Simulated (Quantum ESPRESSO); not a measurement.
# V: equation of state with PBE

V:

```
V
1.0
    -1.51435    1.51435    1.51435
     1.51435   -1.51435    1.51435
     1.51435    1.51435   -1.51435
V
1
Direct
  0.00000 0.00000 0.00000
```

```
Program             : Quantum ESPRESSO 7.5
Task                : equation of state
Functional          : PBE
Potentials or basis : SSSP 1.3 efficiency PBE
Cutoff              : 748 eV
Density cutoff      : 5987 eV
k mesh              : 12 × 12 × 12
Occupations         : fermi-dirac, width 0.05 eV
Spin                : collinear spin, ferromagnetic start
Starting moments    : [2.0] μB
```

- Equilibrium volume: 13.45 Å³/atom
- Bulk modulus: 180 GPa
- Pressure derivative of the bulk modulus: 3.7

Energy against volume, from the lowest point:
| volume (Å³/atom) | energy (meV/atom) |
| --- | --- |
| 13.058 | 6.12 |
| 13.336 | 0.00 |
| 13.613 | 0.58 |
| 13.891 | 7.27 |
| 14.169 | 19.51 |
| 14.447 | 36.77 |
| 14.725 | 58.56 |

All runs of the series together: 3.3 min on 1 thread of Arm Neoverse V2 (shared host).
